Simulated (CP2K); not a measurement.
# Na (Im-3m) in CP2K: notebook

The runs below take Na through single point, equation of state, with r2SCAN.

Everything below comes from runs of CP2K 2026.2. Logs are shortened: lines on timing, memory, paths and dates and some standing lists are left out, and cuts for length are marked.

## (1) The structure

The structure is cubic, space group Im-3m (No. 229). The conventional cell has a = 4.282 Å, b = 4.282 Å, c = 4.282 Å, α = 90.00°, β = 90.00°, γ = 90.00°. Around Na (site symmetry m-3m) lie 8 Na at 3.71 Å.

## (2) Single point, r2SCAN, 39.26 Å³/atom

The input, na_eos.inp:

```
&GLOBAL
  PROJECT na_eos
  RUN_TYPE ENERGY_FORCE
  PRINT_LEVEL LOW
&END GLOBAL
&FORCE_EVAL
  METHOD QS
  STRESS_TENSOR ANALYTICAL
  &DFT
    BASIS_SET_FILE_NAME BASIS_MOLOPT_UZH
    POTENTIAL_FILE_NAME POTENTIAL_UZH
    &MGRID
      CUTOFF 1400
      REL_CUTOFF 60
      NGRIDS 5
    &END MGRID
    &QS
      METHOD GPW
      EPS_DEFAULT 1.0E-9
    &END QS
    &KPOINTS
      SCHEME MONKHORST-PACK 9 9 9
      GAMMA_CENTERED T
      SYMMETRY T
      SYMMETRY_BACKEND SPGLIB
    &END KPOINTS
    &SCF
      SCF_GUESS ATOMIC
      EPS_SCF 1.0E-6
      MAX_SCF 100
      ADDED_MOS 5
      CHOLESKY OFF
      EPS_EIGVAL 1.0E-7
      &DIAGONALIZATION ON
        ALGORITHM STANDARD
      &END DIAGONALIZATION
      &MIXING ON
        METHOD BROYDEN_MIXING
        ALPHA 0.4
        BETA 1.5
        NBUFFER 8
      &END MIXING
      &SMEAR ON
        METHOD FERMI_DIRAC
        ELECTRONIC_TEMPERATURE [K] 1160.452
      &END SMEAR
    &END SCF
    &XC
      &XC_FUNCTIONAL
        &MGGA_X_R2SCAN
        &END MGGA_X_R2SCAN
        &MGGA_C_R2SCAN
        &END MGGA_C_R2SCAN
      &END XC_FUNCTIONAL
    &END XC
    &PRINT
      &KPOINTS ON
      &END KPOINTS
      &MULLIKEN ON
      &END MULLIKEN
      &MO ON
        ENERGIES T
        OCCUPATION_NUMBERS T
        &EACH
          QS_SCF 0
        &END EACH
        ADD_LAST NUMERIC
      &END MO
    &END PRINT
  &END DFT
  &SUBSYS
    &CELL
      A 3.7083207790 0.0000000000 0.0000000000
      B -1.2361069263 3.4962383595 0.0000000000
      C -1.2361069263 -1.7481191798 3.0278312370
      PERIODIC XYZ
    &END CELL
    &COORD
      Na  0.0000000000 0.0000000000 0.0000000000
    &END COORD
    &KIND Na
      BASIS_SET TZVP-MOLOPT-SCAN-GTH-q9
      POTENTIAL GTH-SCAN-q9
    &END KIND
    &PRINT
      &ATOMIC_COORDINATES ON
      &END ATOMIC_COORDINATES
      &CELL ON
      &END CELL
      &SYMMETRY ON
      &END SYMMETRY
    &END PRINT
  &END SUBSYS
  &PRINT
    &FORCES ON
    &END FORCES
    &STRESS_TENSOR ON
    &END STRESS_TENSOR
  &END PRINT
&END FORCE_EVAL
```

Potentials or basis: POTENTIAL_UZH Na GTH-SCAN-q9; TZVP-MOLOPT-SCAN-GTH basis.

Launch:

```console
$ OMP_NUM_THREADS=1 cp2k.psmp -i na_eos.inp -o na_eos.out
```

na_eos.out:

```text

 CP2K| version string:                                       CP2K version 2026.2
 CP2K| Input file name                                                na_eos.inp

 GLOBAL| Force Environment number                                              1
 GLOBAL| Basis set file name                                    BASIS_MOLOPT_UZH
 GLOBAL| Potential file name                                       POTENTIAL_UZH
 GLOBAL| MM Potential file name                                     MM_POTENTIAL
 GLOBAL| Coordinate file name                                      __STD_INPUT__
 GLOBAL| Method name                                                        CP2K
 GLOBAL| Project name                                                     na_eos
 GLOBAL| Run type                                                   ENERGY_FORCE
 GLOBAL| FFT library                                                       FFTW3
[... 8 lines left out ...]
 GLOBAL| CPU model name                                                  UNKNOWN

 CELL| Volume [angstrom^3]:                                            39.256357
 CELL| Vector a [angstrom]:       3.708     0.000     0.000   |a| =     3.708321
 CELL| Vector b [angstrom]:      -1.236     3.496     0.000   |b| =     3.708321
 CELL| Vector c [angstrom]:      -1.236    -1.748     3.028   |c| =     3.708321
 CELL| Angle (b,c), alpha [degree]:                                   109.471221
 CELL| Angle (a,c), beta  [degree]:                                   109.471221
 CELL| Angle (a,b), gamma [degree]:                                   109.471221
 CELL| Numerically orthorhombic:                                              NO
 CELL| Periodicity                                                           XYZ

 CELL_REF| Volume [angstrom^3]:                                        39.256357
 CELL_REF| Vector a [angstrom     3.708     0.000     0.000   |a| =     3.708321
 CELL_REF| Vector b [angstrom    -1.236     3.496     0.000   |b| =     3.708321
 CELL_REF| Vector c [angstrom    -1.236    -1.748     3.028   |c| =     3.708321
 CELL_REF| Angle (b,c), alpha [degree]:                               109.471221
 CELL_REF| Angle (a,c), beta  [degree]:                               109.471221
 CELL_REF| Angle (a,b), gamma [degree]:                               109.471221
 CELL_REF| Numerically orthorhombic:                                          NO
 CELL_REF| Periodicity                                                       XYZ
[... 9 lines left out ...]
 TOTAL NUMBERS AND MAXIMUM NUMBERS

  Total number of            - Atomic kinds:                                   1
                             - Atoms:                                          1
                             - Shell sets:                                     1
                             - Shells:                                         6
                             - Primitive Cartesian functions:                  7
                             - Cartesian basis functions:                     10
                             - Spherical basis functions:                     10

  Maximum angular momentum of- Orbital basis functions:                        1
                             - Local part of the GTH pseudopotential:          2
                             - Non-local part of the GTH pseudopotential:      1

 MODULE QUICKSTEP: ATOMIC COORDINATES IN ANGSTROM

   Atom Kind Element         X             Y             Z       Z(eff)     Mass
      1    1 Na   11      0.000000      0.000000      0.000000   9.0000  22.9898

 Crystal Symmetry Information
       International Symbol:                                               Im-3m
       Point Group Symbol:                                                  m-3m
       Schoenflies Symbol:                                                  Oh^9
       Number of Symmetry Operations:                                         48

 SCF PARAMETERS         Density guess:                                    ATOMIC
                        --------------------------------------------------------
                        max_scf:                                             100
                        max_scf_history:                                       0
                        max_diis:                                              4
[... 5 lines left out ...]
                        --------------------------------------------------------
                        level_shift [a.u.]:                             0.000000
                        added MOs                                         5    0
                        --------------------------------------------------------
                        Mixing method:                            BROYDEN_MIXING
                                                charge density mixing in g-space
                        --------------------------------------------------------
[... 15 lines left out ...]
 BRILLOUIN| Symmetry backend                                             SPGLIB
 BRILLOUIN| Symmetry reduction method                                    SPGLIB
 BRILLOUIN| Wavefunction type                                            COMPLEX
 BRILLOUIN| List of Kpoints [2 Pi/Bohr]                                       35
 BRILLOUIN| Number           Weight            X              Y              Z
 BRILLOUIN|     1           0.01097       -0.44444       -0.44444       -0.44444
 BRILLOUIN|     2           0.03292       -0.44444       -0.44444       -0.33333
 BRILLOUIN|     3           0.03292       -0.44444       -0.44444       -0.22222
 BRILLOUIN|     4           0.03292       -0.44444       -0.44444       -0.11111
 BRILLOUIN|     5           0.00823       -0.44444       -0.44444        0.44444
 BRILLOUIN|     6           0.03292       -0.44444       -0.33333       -0.33333
[... 27 lines left out ...]
 BRILLOUIN|    34           0.01646       -0.11111        0.00000        0.00000
 BRILLOUIN|    35           0.00137        0.00000        0.00000        0.00000
 *******************************************************************************

 Extrapolation method: initial_guess

 Number of electrons:                                                          9
 Number of occupied orbitals:                                                  5
 Number of molecular orbitals:                                                10

 Number of orbital functions:                                                 10
 Number of independent orbital functions:                                     10

 SCF WAVEFUNCTION OPTIMIZATION

  Step     Update method      Time    Convergence         Total energy    Change
  ------------------------------------------------------------------------------
     1 NoMix/Diag. 0.40E+00    1.1     0.61970494       -47.9524905716 -4.80E+01
     2 Broy./Diag. 0.40E+00    1.3     0.00416258       -47.8147364574  1.38E-01
     3 Broy./Diag. 0.40E+00    1.3     0.01053645       -47.9323112329 -1.18E-01
     4 Broy./Diag. 0.40E+00    1.3     0.00605769       -47.9420953522 -9.78E-03
     5 Broy./Diag. 0.40E+00    1.3     0.00146541       -47.9342166715  7.88E-03
     6 Broy./Diag. 0.40E+00    1.3     0.00100889       -47.9312879801  2.93E-03
     7 Broy./Diag. 0.40E+00    1.3     0.00004833       -47.9294963488  1.79E-03
     8 Broy./Diag. 0.40E+00    1.3     0.00015704       -47.9293607752  1.36E-04
     9 Broy./Diag. 0.40E+00    1.3     0.00000635       -47.9292662314  9.45E-05
    10 Broy./Diag. 0.40E+00    1.3     0.00000238       -47.9292569035  9.33E-06
    11 Broy./Diag. 0.40E+00    1.3     0.00000051       -47.9292523228  4.58E-06

  *** SCF run converged in    11 steps ***

  Electronic density on regular grids:         -8.9999998776        0.0000001224
  Core density on regular grids:                8.9999999990       -0.0000000010
  Total charge density on r-space grids:        0.0000001215
  Total charge density g-space grids:           0.0000001215

  Overlap energy of the core charge distribution:               0.00000000000000
  Self energy of the core charge distribution:                -97.81441227366578
  Core Hamiltonian energy:                                     30.80051877833367
  Hartree energy:                                              26.32978855901336
  Exchange-correlation energy:                                 -7.24467827858441
  Electronic entropic energy:                                  -0.00046910837840
  Fermi energy:                                                 0.03976964363468

  Total energy:                                               -47.92925232277210
  Total energy (extrapolated to T->0):                        -47.92901776858290

 MO| EIGENVALUES AND OCCUPATION NUMBERS FOR K POINT 1
 MO|
 MO|  Index      Eigenvalue [a.u.]        Eigenvalue [eV]             Occupation
 MO|      1              -2.005908             -54.583533               2.000000
 MO|      2              -0.920415             -25.045776               2.000000
 MO|      3              -0.920415             -25.045776               2.000000
 MO|      4              -0.920240             -25.041002               2.000000
 MO|      5               0.187585               5.104448               0.000000
 MO|      6               0.187587               5.104498               0.000000
 MO|      7               0.219487               5.972541               0.000000
 MO|      8               0.453917              12.351714               0.000000
 MO|      9               1.682140              45.773351               0.000000
 MO|     10               7.140016             194.289707               0.000000
 MO| Sum:                                                               8.000000
 MO| E(Fermi):            0.039770 a.u.          1.082187 eV
[... 194 lines left out ...]
 MO|
 MO|  Index      Eigenvalue [a.u.]        Eigenvalue [eV]             Occupation
 MO|      1              -2.005939             -54.584369               2.000000
 MO|      2              -0.920513             -25.048420               2.000000
 MO|      3              -0.920093             -25.037014               2.000000
 MO|      4              -0.919806             -25.029184               2.000000
 MO|      5               0.035279               0.959997               1.544795
 MO|      6               0.203187               5.529008               0.000000
 MO|      7               0.309195               8.413615               0.000000
 MO|      8               0.536995              14.612376               0.000000
 MO|      9               0.690515              18.789855               0.000000
 MO|     10               7.219537             196.453589               0.000000
 MO| Sum:                                                               9.544795
 MO| E(Fermi):            0.039770 a.u.          1.082187 eV

 [... the levels of further k-points ...]

 !-----------------------------------------------------------------------------!
                     Mulliken Population Analysis

 #  Atom  Element  Kind  Atomic population                           Net charge
       1     Na       1          9.000000                              0.000000
 # Total charge                              9.000000                  0.000000

 !-----------------------------------------------------------------------------!

 ENERGY| Total FORCE_EVAL ( QS ) energy [hartree]            -47.929251413309231

 FORCES| Atomic forces [hartree/bohr]
 FORCES|   Atom     x               y               z               |f|
 FORCES|      1  1.33876369E-14 -9.98953839E-15  1.13317245E-15   1.67422752E-14
 FORCES| Sum     1.33876369E-14 -9.98953839E-15  1.13317245E-15
 FORCES| Total atomic force                                       1.67422752E-14

 STRESS| Analytical stress tensor [bar]
 STRESS|                        x                   y                   z
 STRESS|      x       -3.26355725327E+03  -4.07893935097E-01  -7.09356557730E-01
 STRESS|      y       -4.07893935097E-01  -3.26381898346E+03  -9.99366489066E-01
 STRESS|      z       -7.09356557730E-01  -9.99366489066E-01  -3.26499015313E+03
 STRESS| 1/3 Trace                                            -3.26412212996E+03
 STRESS| Determinant                                          -3.47775599516E+10

 STRESS| Eigenvectors and eigenvalues of the analytical stress tensor [bar]
 STRESS|                        1                   2                   3
 STRESS| Eigenvalues  -3.26585434438E+03  -3.26326583560E+03  -3.26324620988E+03
 STRESS|      x           0.335564744672      0.940447417429     -0.054359517877
 STRESS|      y           0.468517047426     -0.116554549936      0.875732158345
 STRESS|      z           0.817244197535     -0.319333198932     -0.479727245063
```

Run time: 17 s. Hardware: 1 thread of Arm Neoverse V2, shared host; peak memory 0.63 GiB.

Results:

- Free energy: -1304.2213 eV
- Pressure: -0.3 GPa
- Band gap on the k mesh: none (metal or under the smearing width)

Caveat: the basis of atomic orbitals isn't converged, which shifts pressures, moduli and gaps.

## (3) Single point, r2SCAN, 38.47 Å³/atom (volume scaled by 0.98)

Edit na_eos.inp of step 2 so:

```diff
@@ -11,2 +11,3 @@
     POTENTIAL_FILE_NAME POTENTIAL_UZH
+    WFN_RESTART_FILE_NAME previous-RESTART.kp
     &MGRID
@@ -27,3 +28,3 @@
     &SCF
-      SCF_GUESS ATOMIC
+      SCF_GUESS RESTART
       EPS_SCF 1.0E-6
@@ -72,5 +73,5 @@
     &CELL
-      A 3.7083207790 0.0000000000 0.0000000000
-      B -1.2361069263 3.4962383595 0.0000000000
-      C -1.2361069263 -1.7481191798 3.0278312370
+      A 3.6834319702 0.0000000000 0.0000000000
+      B -1.2278106567 3.4727729655 0.0000000000
+      C -1.2278106567 -1.7363864828 3.0075096097
       PERIODIC XYZ
```

Potentials or basis: POTENTIAL_UZH Na GTH-SCAN-q9; TZVP-MOLOPT-SCAN-GTH basis.

Launch:

```console
$ OMP_NUM_THREADS=1 cp2k.psmp -i na_eos.inp -o na_eos.out
```

Run time: 11 s. Hardware: 1 thread of Arm Neoverse V2, shared host; peak memory 0.59 GiB.

The run converged. Its results:

```
Free energy            : -1304.2225 eV
Pressure               : -0.2 GPa
Band gap on the k mesh : none (metal or under the smearing width)
```

Caveat: the basis of atomic orbitals isn't converged, which shifts pressures, moduli and gaps.

## (4) Single point, r2SCAN, 40.04 Å³/atom (volume scaled by 1.02)

Edit na_eos.inp of step 3 so:

```diff
@@ -73,5 +73,5 @@
     &CELL
-      A 3.6834319702 0.0000000000 0.0000000000
-      B -1.2278106567 3.4727729655 0.0000000000
-      C -1.2278106567 -1.7363864828 3.0075096097
+      A 3.7328799105 0.0000000000 0.0000000000
+      B -1.2442933035 3.5193929307 0.0000000000
+      C -1.2442933035 -1.7596964654 3.0478836839
       PERIODIC XYZ
```

Launch:

```console
$ OMP_NUM_THREADS=1 cp2k.psmp -i na_eos.inp -o na_eos.out
```

Wall time 12 s (1 thread of Arm Neoverse V2, shared host); peak memory 0.6 GiB.

It converged, with:

```yaml
Free_energy: -1304.2193 eV
Pressure: -0.4 GPa
Band_gap_on_the_k_mesh: none (metal or under the smearing width)
```

Caveat: the basis of atomic orbitals isn't converged, which shifts pressures, moduli and gaps.

## (5) Single point, r2SCAN, 37.69 Å³/atom (volume scaled by 0.96)

Edit na_eos.inp of step 4 so:

```diff
@@ -73,5 +73,5 @@
     &CELL
-      A 3.7328799105 0.0000000000 0.0000000000
-      B -1.2442933035 3.5193929307 0.0000000000
-      C -1.2442933035 -1.7596964654 3.0478836839
+      A 3.6582021923 0.0000000000 0.0000000000
+      B -1.2194007307 3.4489861028 0.0000000000
+      C -1.2194007307 -1.7244930514 2.9869095823
       PERIODIC XYZ
```

Launch:

```console
$ OMP_NUM_THREADS=1 cp2k.psmp -i na_eos.inp -o na_eos.out
```

Run time: 14 s. Hardware: 1 thread of Arm Neoverse V2, shared host; peak memory 0.61 GiB.

The run converged. Its results:

* Free energy: -1304.2231 eV
* Pressure: 0.0 GPa
* Band gap on the k mesh: none (metal or under the smearing width)

Caveat: the basis of atomic orbitals isn't converged, which shifts pressures, moduli and gaps.

## (6) Single point, r2SCAN, 40.83 Å³/atom (volume scaled by 1.04)

Edit na_eos.inp of step 5 so:

```diff
@@ -73,5 +73,5 @@
     &CELL
-      A 3.6582021923 0.0000000000 0.0000000000
-      B -1.2194007307 3.4489861028 0.0000000000
-      C -1.2194007307 -1.7244930514 2.9869095823
+      A 3.7571200696 0.0000000000 0.0000000000
+      B -1.2523733565 3.5422467719 0.0000000000
+      C -1.2523733565 -1.7711233860 3.0676756909
       PERIODIC XYZ
```

Potentials or basis: POTENTIAL_UZH Na GTH-SCAN-q9; TZVP-MOLOPT-SCAN-GTH basis.

Launch:

```console
$ OMP_NUM_THREADS=1 cp2k.psmp -i na_eos.inp -o na_eos.out
```

Wall time 12 s (1 thread of Arm Neoverse V2, shared host); peak memory 0.59 GiB.

The run converged. Its results:

```
Free energy            : -1304.2169 eV
Pressure               : -0.6 GPa
Band gap on the k mesh : none (metal or under the smearing width)
```

Caveat: the basis of atomic orbitals isn't converged, which shifts pressures, moduli and gaps.

## (7) Single point, r2SCAN, 36.90 Å³/atom (volume scaled by 0.94)

Edit na_eos.inp of step 6 so:

```diff
@@ -73,5 +73,5 @@
     &CELL
-      A 3.7571200696 0.0000000000 0.0000000000
-      B -1.2523733565 3.5422467719 0.0000000000
-      C -1.2523733565 -1.7711233860 3.0676756909
+      A 3.6326195218 0.0000000000 0.0000000000
+      B -1.2108731739 3.4248665297 0.0000000000
+      C -1.2108731739 -1.7124332649 2.9660214193
       PERIODIC XYZ
```

Launch:

```console
$ OMP_NUM_THREADS=1 cp2k.psmp -i na_eos.inp -o na_eos.out
```

It took 13 s on 1 thread of Arm Neoverse V2, shared host; peak memory 0.49 GiB.

It converged, with:

| Item | Value |
| --- | --- |
| Free energy | -1304.2193 eV |
| Pressure | 0.5 GPa |
| Band gap on the k mesh | none (metal or under the smearing width) |

Caveat: the basis of atomic orbitals isn't converged, which shifts pressures, moduli and gaps.

## (8) Single point, r2SCAN, 41.61 Å³/atom (volume scaled by 1.06)

Edit na_eos.inp of step 7 so:

```diff
@@ -73,5 +73,5 @@
     &CELL
-      A 3.6326195218 0.0000000000 0.0000000000
-      B -1.2108731739 3.4248665297 0.0000000000
-      C -1.2108731739 -1.7124332649 2.9660214193
+      A 3.7810514159 0.0000000000 0.0000000000
+      B -1.2603504719 3.5648094616 0.0000000000
+      C -1.2603504719 -1.7824047308 3.0872155534
       PERIODIC XYZ
```

Launch:

```console
$ OMP_NUM_THREADS=1 cp2k.psmp -i na_eos.inp -o na_eos.out
```

Wall time 12 s (1 thread of Arm Neoverse V2, shared host); peak memory 0.6 GiB.

It converged, with:

* Free energy: -1304.2139 eV
* Pressure: -0.7 GPa
* Band gap on the k mesh: none (metal or under the smearing width)

Caveat: the basis of atomic orbitals isn't converged, which shifts pressures, moduli and gaps.

## (9) Equation of state, r2SCAN

Potentials or basis: POTENTIAL_UZH Na GTH-SCAN-q9; TZVP-MOLOPT-SCAN-GTH basis.

No new run: the results of the series are fitted here.

Results:

| Quantity | Value |
| --- | --- |
| Equilibrium volume | 38.21 Å³/atom (rough: see the caveat) |
| Bulk modulus | 19.5 GPa (rough) |

Energy against volume, from the lowest point:
```tsv
volume (Å³/atom)	energy (meV/atom)
36.901	3.71
37.686	0.00
38.471	0.53
39.256	1.80
40.041	3.72
40.827	6.19
41.612	9.18
```

Caveat: the fit is doubtful: noisy points or a state that changes with volume; the basis of atomic orbitals isn't converged, which shifts pressures, moduli and gaps.
